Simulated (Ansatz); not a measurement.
# BeH2: the cost of one run

Program: Ansatz 0.2.0. Level of theory: DFT PBE, scalar-relativistic, plane waves, PAW. These are calculated values, not measurements.

## (1) Starting point

It takes space group R-3m (No. 166, trigonal). Conventional cell: a = 3.348 Å, b = 3.348 Å, c = 9.148 Å, α = 90.00°, β = 90.00°, γ = 120.00°. Be (site symmetry -3m) has 2 H at 1.36 Å as nearest neighbours. H (site symmetry 3m) is surrounded by 1 Be at 1.36 Å.

As a file:

```xyz
3
Lattice="1.6741 0.9665 3.0492 -1.6741 0.9665 3.0492 0.0000 -1.9330 3.0492" Properties=species:S:1:pos:R:3 pbc="T T T"
Be    0.0000    0.0000    0.0000
H     0.0000    0.0000    7.7838
H     0.0000    0.0000    1.3637
```

The cell is invented: random cell by space group and Wyckoff sites (R-3m, No. 166). Its size is a rough estimate.

## (2) The guess as it stands, on a coarse mesh

Contents of input.yaml:

```yaml
crystal:
  lattice:
    - [1.67405475, 0.96651596, 3.04918563]
    - [-1.67405475, 0.96651596, 3.04918563]
    - [0.0, -1.93303192, 3.04918563]
  atoms:
    - { symbol: Be, position: [0.0, 0.0, 0.0] }
    - { symbol: H, position: [0.85091766, 0.85091766, 0.85091766] }
    - { symbol: H, position: [0.14908234, 0.14908234, 0.14908234] }
basis:
  ecutwfc: 420
kpoints:
  mp_grid: { grid: [6, 6, 6] }
hamiltonian:
  xc: pbe
scf:
  occupations: { method: gaussian, width: 0.1 }
  lower_state_search: "off"
output:
  forces: true
  stress: true
  eigenvalues: true
```

Run with:

```console
> ansatz run input.yaml --threads 1 --pin off --max-ram 2560MiB --backend cpu --events-out ev --progress --plain --runs-dir out
```

What time and memory should one allow on 1 thread of Intel Xeon at 2.50GHz (Skylake/Cascade Lake), shared host?

About 1.6 s, with a peak of 0.28 GiB.
